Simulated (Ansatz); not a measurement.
Be (fcc): energy against volume

These are results of DFT, revPBE, plane waves (420 eV) with PAW, scalar-relativistic in Ansatz, not measurements. (PAW data from PBE, frozen cores regenerated.)

The cell is scaled uniformly from the relaxed one, with fractional coordinates and shape fixed. Energies are extrapolated to zero smearing, pressures are those at the given smearing. Magnetic state: spin not included.

A Birch-Murnaghan fit gives V₀ = 8.05 Å³/atom, B₀ = 117 GPa, B₀′ = 3.3.

Q: What are the energy above the minimum and the pressure at 7.738 Å³/atom?

A: 4.7 meV/atom and 5.03 GPa as computed.

Q: What are the energy above the minimum and the pressure at 8.706 Å³/atom?

A: 17.3 meV/atom and -7.80 GPa as computed.

Q: What are the energy above the minimum and the pressure at 9.028 Å³/atom?

A: 36.5 meV/atom and -10.76 GPa as computed.
